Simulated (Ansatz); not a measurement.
# Te2Mo: the cost of one run

Method: DFT PBE, scalar-relativistic, plane waves, PAW, in Ansatz 0.2.0.

1 further run of the same task is left out (it didn't finish).

### 1 Starting point

The structure is monoclinic, space group P2_1/m (No. 11). The conventional cell has a = 6.368 Å, b = 3.468 Å, c = 36.172 Å, α = 90.00°, β = 90.09°, γ = 90.00°. Te (site symmetry m) is surrounded by 3 Mo at 2.71 to 2.72 Å. Te (site symmetry m) is surrounded by 3 Mo at 2.83 to 2.84 Å. Mo (site symmetry m) is surrounded by 6 Te at 2.71 to 2.84 Å and 2 Mo at 2.89 Å.

Coordinates:

```cif
data_structure
_symmetry_space_group_name_H-M 'P 1'
_symmetry_Int_Tables_number 1
_cell_length_a 6.3679
_cell_length_b 3.4676
_cell_length_c 36.1718
_cell_angle_alpha 90.000
_cell_angle_beta 90.088
_cell_angle_gamma 90.000
_cell_volume 798.72
loop_
_atom_site_label
_atom_site_type_symbol
_atom_site_fract_x
_atom_site_fract_y
_atom_site_fract_z
_atom_site_occupancy
Te1 Te 0.07758 0.75000 0.44280 1
Te2 Te 0.92242 0.25000 0.55720 1
Te3 Te 0.56971 0.25000 0.45911 1
Te4 Te 0.43029 0.75000 0.54089 1
Mo1 Mo 0.81932 0.75000 0.50270 1
Mo2 Mo 0.18068 0.25000 0.49730 1
```

It goes back to an entry of the Materials Project.

This cell was relaxed beforehand with the same method: volume 133.12 Å³/atom, gap on the mesh none (metal).

The unstrained cell was computed beforehand with the same settings: E(σ→0) = -37833.3783 eV for 6 atoms, gap none (metal).

### 2 Strain -2.0 %

The input, input.yaml:

```yaml
crystal:
  lattice:
    - [6.3997167764, 0.0, 0.0002446472]
    - [0.0, 3.484928412, 0.0]
    - [-0.0544756631, 0.0, 35.4483517157]
  atoms:
    - { symbol: Te, position: [0.0775788796, 0.75, 0.4427981955] }
    - { symbol: Te, position: [0.9224211204, 0.25, 0.5572018045] }
    - { symbol: Te, position: [0.5697103114, 0.25, 0.4591075366] }
    - { symbol: Te, position: [0.4302896886, 0.75, 0.5408924634] }
    - { symbol: Mo, position: [0.8193229189, 0.75, 0.5026976278] }
    - { symbol: Mo, position: [0.1806770811, 0.25, 0.4973023722] }
basis:
  ecutwfc: 420
kpoints:
  mp_grid: { grid: [6, 10, 1] }
hamiltonian:
  xc: pbe
scf:
  occupations: { method: gaussian, width: 0.1 }
output:
  forces: true
  stress: true
  eigenvalues: true
relax:
  adjacent_minimum: "off"
  f_tol: 0.008
  max_steps: 40
  cell: { stress_tol: 0.015, fix: [c, angles] }
```

The run is started by

```
$ ansatz run input.yaml --threads 1 --pin off --max-ram 2560MiB --backend cpu --events-out ev --progress --plain --runs-dir out
```

**Question.** How long does this run take on 1 thread of Intel Xeon at 2.70GHz, shared host, and how much memory does it need?

About 9.3 min, with a peak of 1.2 GiB.
